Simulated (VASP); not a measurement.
# ZnO (P6_3mc): a series in biaxial strain in the (0001) plane, part 2 of 2

Wanted: the response of ZnO to biaxial strain in the (0001) plane, as a table, with a fit that predicts a row left out.

VASP 6.6.1, plane waves and PAW; the level of theory is named at each step.

So far: The structure; Relax the crystal, LDA; Strain along the normal, LDA; Band edges, HSE06.

## (4) Band edges, HSE06 (continued)

Level of this step: HSE06; plane waves and PAW (Zn, O) (VASP).

From OUTCAR (step 4):

```text
  LATTYP: Found a hexagonal cell.
 ALAT       =     3.1618304970
 C/A-ratio  =     1.6501963404

 Subroutine GETGRP returns: Found 12 space group operations
 (whereof  6 operations were pure point group operations)

The static configuration has the point symmetry C_3v.
 The point group associated with its full space group is C_6v.

 Found     14 irreducible k-points:

   k-points           NKPTS =     14   k-points in BZ     NKDIM =    108   number of bands    NBANDS=     23

   dimension x,y,z NGX =    28 NGY =   28 NGZ =   42
   dimension x,y,z NGXF=    56 NGYF=   56 NGZF=   84

   ENCUT  =  600.0 eV  44.10 Ry    6.64 a.u.   6.31  6.31 10.42*2*pi/ulx,y,z

   NELECT =      36.0000    total number of electrons

  exchange ACFDT corr.  =         0.00000000  see jH, gK, PRB 81, 115126

 E-fermi :   0.6399

 k-point     1 :       0.0000    0.0000    0.0000
  band No.  band energies     occupation
    ...
     14      -0.3909      2.00000
     15      -0.3908      2.00000
     16       0.4077      2.00000
     17       0.5167      2.00000
     18       0.5167      2.00000
     19       3.0956      0.00000
     20       8.0862      0.00000
     21      10.8347      0.00000
     22      16.1273      0.00000
     23      16.1273      0.00000

 k-point     2 :       0.1667   -0.0000    0.0000
  band No.  band energies     occupation
    ...
     14      -1.4300      2.00000
     15      -0.7819      2.00000
     16      -0.6230      2.00000
     17       0.1925      2.00000
     18       0.3055      2.00000
     19       4.5391      0.00000
     20       9.2212      0.00000
     21      10.7467      0.00000
     22      13.8183      0.00000
     23      15.7482      0.00000

 POSITION                                       TOTAL-FORCE (eV/Angst)
 -----------------------------------------------------------------------------------
     -0.00000      1.82548      0.02355        -0.000000     -0.000000     -0.012222
      1.58092      0.91274      2.63237         0.000000      0.000000     -0.012222
     -0.00000      1.82548      1.96959         0.000000      0.000000      0.012222
      1.58092      0.91274      4.57841        -0.000000     -0.000000      0.012222
 -----------------------------------------------------------------------------------
    total drift:                               -0.000000     -0.000006     -0.002992

  FREE ENERGIE OF THE ION-ELECTRON SYSTEM (eV)
  ---------------------------------------------------
  free  energy   TOTEN  =       -22.6824709425 eV

  energy  without entropy=      -22.6824709425  energy(sigma->0) =      -22.68247094

[... 1 part as in an earlier step ...]

[... 7 further parts left out ...]
```

This run gave:

* energy(sigma→0) of the program: -22.6825 eV

## (5) The table

LASPH is off in runs at LDA and on in runs at HSE06.

Hybrid runs start from orbitals of a short LDA run, not shown.

Runs beyond LDA use the data sets made with LDA; this shifts their levels slightly, and their total energies have another zero.

The other members went through these steps as far as the tables show, with the same cutoff and, step by step, the same mesh; 40 runs are not shown. The session took 5.9 core hours (wall time by ranks) on a shared machine.

```
in-plane strain (%)  strain along the normal (%)  in-plane stress, tension positive (GPa)  energy above the unstrained row (meV/atom)  gap on the mesh, LDA (eV)
             -2.000                        2.067                                   -4.735                                       7.215                      0.771
             -1.000                        1.059                                   -2.357                                       1.939                      0.786
             -0.500                        0.554                                   -1.138                                       0.554                      0.793
                  0                        0.020                                   -0.031                                       0.000                      0.800
              0.500                       -0.497                                    1.131                                       0.277                      0.805
              1.000                       -1.030                                    2.259                                       1.374                      0.810
              2.000                       -2.111                                    4.472                                       5.923                      0.817
```

Slopes at zero strain, from cubics through all rows: strain ratio -1.047, stress over strain 230 GPa. For (0001) the ratio is −2C₁₃/C₃₃.

Band edges at HSE06, counted from the valence-band top at Γ, with one row partly withheld:

```
in-plane strain (%)  gap (eV)  conduction band at Γ (eV)  lowest conduction level on M–L (eV)  second valence level below the top (eV)  third valence level below the top (eV)
             -2.000     2.564                      2.564                                7.380                                    0.000                                   0.138
             -1.000     2.579                      2.579                                7.415                                    0.000                                   0.109
             -0.500     2.584                      2.584                                7.429                                    0.000                                   0.098
                  0     2.589                      2.589                                7.440                                    0.000                                   0.091
              0.500         ?                          ?                                7.449                                    0.000                                   0.085
              1.000     2.594                      2.594                                7.456                                    0.000                                   0.081
              2.000     2.595                      2.595                                7.466                                    0.000                                   0.079
```

Conduction masses, in electron masses:

```
in-plane strain (%)  conduction mass at Γ, along the strain axis or the normal of the plane  conduction mass at Γ, across the strain axis or in the plane
             -2.000                                                                   0.230                                                         0.258
             -1.000                                                                   0.237                                                         0.257
             -0.500                                                                   0.240                                                         0.253
                  0                                                                   0.244                                                         0.253
              0.500                                                                   0.245                                                         0.250
              1.000                                                                   0.247                                                         0.247
              2.000                                                                   0.253                                                         0.244
```

## (6) Working out the slope

The quantity to fit is the conduction level at Γ above the mean of the three top valence levels at HSE06: 2.610, 2.615, 2.617, 2.619, 2.621, 2.622 eV in the rows shown.

Fitting a parabola to the 6 known rows (e: strain in %) gives E = − 8.01e-4 e² + 0.002901 e + 2.619 in eV; the residuals are 2.3e-4 eV r.m.s.

At e = 0.5 this predicts 2.6203 eV.

## (7) The withheld row

The calculation gives 2.6206 eV, so the prediction is 0.0003 eV too low.

## (8) Summary of results

- ratio of normal to in-plane strain: -1.047
- biaxial modulus: 230 GPa
- gap of the unstrained cell, HSE06: 2.59 eV
- slope at zero strain of the conduction level at Γ above the mean of the three top valence levels, HSE06: 3 meV per %
- error of the predicted row: -0.3 meV

In words: As a check, the curvature of the energy gives 233 GPa for the same modulus (energy per volume = M × strain²), 2 % from the slope of the stress. The energy also has a linear term worth 0.19 GPa that the stress column lacks, a mark of the finite basis. At HSE06 the lowest conduction valley is Γ throughout, and the gap runs between 2.56 and 2.59 eV. Hole masses are left out throughout, since the top bands are degenerate or cross in many series; of conduction masses, those of the Γ, L and (for Si and Ge under (001) strain) Δ valleys are kept where they change by under an eighth between rows. A measured gap of unstrained ZnO is 3.4 eV (arxiv:0805.4641, fundamental direct gap at Gamma, experimental literature value, temperature not given); the static gaps here belong to the lattice relaxed at LDA. HSE06 ran on a coarser mesh than the semilocal levels. Spin-orbit coupling is left out at HSE06, so the valence splittings there lack it. Temperature, zero-point motion and excitons are left out.

[Lines on the potential files, build, host, timing and source positions are cut from VASP's logs without a mark.]

[Logs are printed without paths, hosts, clocks, repeated set-up lines and the standing remarks that a program may print on its own settings, such as how far it seeks lower states.]

[Hosts, paths, dates, database ids (printed as entryN), source tags and the programs' standing remarks are cut or masked in the printed files.]

[In band tables of VASP the shares of atoms and orbitals are scaled to a sum of 1 inside the atoms' spheres.]
